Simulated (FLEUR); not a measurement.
# TiC (Fm-3m) in FLEUR: notebook, part 2 of 2

FLEUR MaX-R8.1 (later development tree). The steps go on from the part before.

### 6 Equation of state, SCAN, 10.56 Å³/atom (volume scaled by 1.04)

Changes to inp.xml since step 5:

```diff
@@ -27,3 +27,3 @@
       <xi:include xmlns:xi="http://www.w3.org/2001/XInclude" href="sym.xml"> </xi:include>
-      <bulkLattice scale="1.0000000000">
+      <bulkLattice scale="1.0131594038">
          <bravaisMatrix>
```

Potentials or basis: all-electron, FLAPW.

On the command line:

```
inpgen -f crystal.txt -profile fastHighL
# inp.xml edited to the form shown
fleur_MPI
```

It took 38 s on 1 thread of Arm Neoverse V2, shared host; peak memory 0.09 GiB.

Results (log left out):

```yaml
Free_energy: -24280.2687 eV
Band_gap_on_the_k_mesh: none (metal or under the smearing width)
Valence_electrons_inside_the_program's_atomic_spheres: Ti 9.66; C 2.66 (radii Ti 2.08, C 1.59 bohr)
```

Caveat: the meta-GGA is that of a development version, with a GGA for the radial functions and cores and without core tails.

### 7 Equation of state, SCAN, 10.77 Å³/atom (volume scaled by 1.06)

Changes to inp.xml since step 6:

```diff
@@ -27,3 +27,3 @@
       <xi:include xmlns:xi="http://www.w3.org/2001/XInclude" href="sym.xml"> </xi:include>
-      <bulkLattice scale="1.0131594038">
+      <bulkLattice scale="1.0196128224">
          <bravaisMatrix>
```

On the command line:

```
inpgen -f crystal.txt -profile fastHighL
# inp.xml edited to the form shown
fleur_MPI
```

It took 38 s on 1 thread of Arm Neoverse V2, shared host; peak memory 0.09 GiB.

Results (log left out):

- Free energy: -24280.2347 eV
- Band gap on the k mesh: none (metal or under the smearing width)
- Valence electrons inside the program's atomic spheres: Ti 9.64; C 2.65 (radii Ti 2.08, C 1.59 bohr)

Caveat: the meta-GGA is that of a development version, with a GGA for the radial functions and cores and without core tails.

### 8 Equation of state, SCAN

Potentials or basis: all-electron, FLAPW.

No new run: the results of the series are fitted here.

What came out:

```
Equilibrium volume : 10.08 Å³/atom
Bulk modulus       : 264 GPa
```

Energy against volume, from the lowest point:
| volume (Å³/atom) | energy (meV/atom) |
| --- | --- |
| 9.548 | 24.55 |
| 9.752 | 8.67 |
| 10.158 | 0.00 |
| 10.564 | 17.21 |
| 10.767 | 34.23 |

Caveat: the meta-GGA is that of a development version, with a GGA for the radial functions and cores and without core tails.
